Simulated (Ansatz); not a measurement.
A nudged elastic band was laid between two geometries of a periodic cell of 17 atoms, Si (host Si, host structure diamond, interstitial Si).

Method: DFT PBE, scalar-relativistic, plane waves, PAW (Ansatz). Settings: PAW set soft_1, cutoff 420 eV, k mesh 2x2x2, gaussian smearing 0.05 eV, no spin polarisation.

* movable images: 7
* climbing image: yes
* spring: 5.0 eV/Å²
* optimiser: fire
* start path: IDPP
* force threshold: 0.05 eV/Å
* iteration limit: 60
* end points: relaxed

Initial state:

```xyz
17
Lattice="0.0000 5.4300 5.4300 5.4300 0.0000 5.4300 5.4300 5.4300 0.0000" Properties=species:S:1:pos:R:3
Si 0.029 0.030 0.022
Si 1.366 1.367 1.351
Si 2.701 2.702 0.016
Si 4.078 4.079 1.390
Si 2.694 0.030 2.689
Si 4.076 1.398 4.073
Si 5.437 2.716 2.710
Si 6.757 4.078 4.069
Si 0.029 2.695 2.689
Si 1.397 4.076 4.073
Si 2.716 5.438 2.710
Si 4.078 6.758 4.070
Si 2.713 2.713 5.436
Si 4.075 4.076 6.753
Si 5.437 5.437 5.432
Si 6.789 6.789 6.788
Si 9.512 9.513 9.495
```

Final state:

Only the atoms that move by more than 0.05 Å are listed.
```
Si17 8.148 8.144 8.153
```

Task: What changes between the two ends?

Result: Contacts lost: Si1–Si17. Contacts made: Si16–Si17. The atom that moves furthest is Si17, by 2.35 Å; four of its nearest neighbours are Si1 2.39, Si5 2.39, Si9 2.39, Si3 2.39 Å at the first end and Si16 2.39, Si14 2.39, Si8 2.39, Si12 2.39 Å at the last.

Task: What energy profile does the band end with?

Result: It converged. The highest image is number 4 of 0 to 8, 0.31 eV above the ends, which have the same energy within 2 meV. By the program's own check the climbing image is a first-order saddle point (lowest curvatures found: -0.12 and 0.89 eV/Å²). Limits of this set-up: coarse k mesh, a small cell, in which the defect meets its images.

```csv
image,path coordinate (Å),energy (eV),Si1–Si17 (Å),Si16–Si17 (Å)
0,0.00,0.00,2.39,4.69
1,0.38,0.05,2.43,4.39
2,0.77,0.21,2.52,4.04
3,1.17,0.30,2.80,3.63
4,1.56,0.31,3.21,3.24
5,1.95,0.30,3.61,2.82
6,2.35,0.22,4.02,2.53
7,2.74,0.06,4.37,2.43
8,3.12,0.00,4.70,2.39
```

Task: What is the geometry of the highest image?

Result: 
```xyz
17
Lattice="0.0000 5.4300 5.4300 5.4300 0.0000 5.4300 5.4300 5.4300 0.0000" Properties=species:S:1:pos:R:3:forces:R:3
Si -0.172 -0.173 -0.176 -0.03 -0.02 -0.02
Si 1.187 1.188 1.185 -0.01 -0.02 -0.02
Si 2.641 2.640 0.105 0.00 0.00 0.00
Si 4.026 4.026 1.373 -0.01 -0.01 0.01
Si 2.640 0.107 2.637 0.00 0.01 0.00
Si 4.026 1.375 4.023 -0.01 0.01 -0.01
Si 5.419 2.766 2.764 -0.01 0.01 0.01
Si 6.688 4.152 4.149 -0.01 0.00 0.00
Si 0.107 2.640 2.638 0.00 0.01 0.00
Si 1.376 4.025 4.023 0.01 -0.01 -0.01
Si 2.767 5.419 2.764 0.01 -0.01 0.01
Si 4.153 6.688 4.148 -0.01 0.00 0.00
Si 2.767 2.766 5.416 0.01 0.01 -0.01
Si 4.152 4.150 6.685 0.00 0.00 0.00
Si 5.602 5.603 5.600 0.02 0.01 0.01
Si 6.963 6.962 6.960 0.02 0.02 0.02
Si 8.830 8.832 8.829 0.01 -0.01 0.00
```

The band took 33 iterations and about 21 core-minutes.

Run time: 21 min on 1 thread of Arm Neoverse V2, on a shared host, peak memory 0.91 GiB.
